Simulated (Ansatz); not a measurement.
Zn, 3 atoms in the cell. It takes space group C2/m (No. 12, monoclinic). The conventional cell has a = 4.536 Å, b = 2.617 Å, c = 7.472 Å, α = 90.00°, β = 102.30°, γ = 90.00°. Around Zn (site symmetry m) lie 12 Zn at 2.62 to 2.89 Å. Around Zn (site symmetry 2/m) lie 12 Zn at 2.62 to 2.89 Å. This isn't the form of Zn at room conditions, which is hcp.

| Item | Value |
| --- | --- |
| Program | Ansatz 0.2.0 |
| Task | relaxation of cell and atoms |
| Functional | PBEsol |
| Potentials or basis | all-electron LAPW, scalar-relativistic |
| Basis error allowed | 0.002 eV/atom |
| k mesh | 12 × 12 × 4 |
| Occupations | fermi-dirac, width 0.05 eV |
| Spin | no spin polarisation |
| Target pressure | 30 GPa |

Potentials or basis: all-electron LAPW, scalar-relativistic.

Launch:

```bash
$ ansatz run input.yaml --threads 2 --pin off --max-ram 8192MiB --backend cpu --events-out ev --progress --plain --runs-dir out
```

Hardware: 2 threads of Arm Neoverse V2, with other jobs on the host.

Q: How long does it take, and how much memory?

A: Run time: 3.4 min on 2 threads of Arm Neoverse V2, on a shared host, peak memory 0.74 GiB. Counts: scf iterations 71, plane waves 455, k points 164, bands 36, ion steps 11.
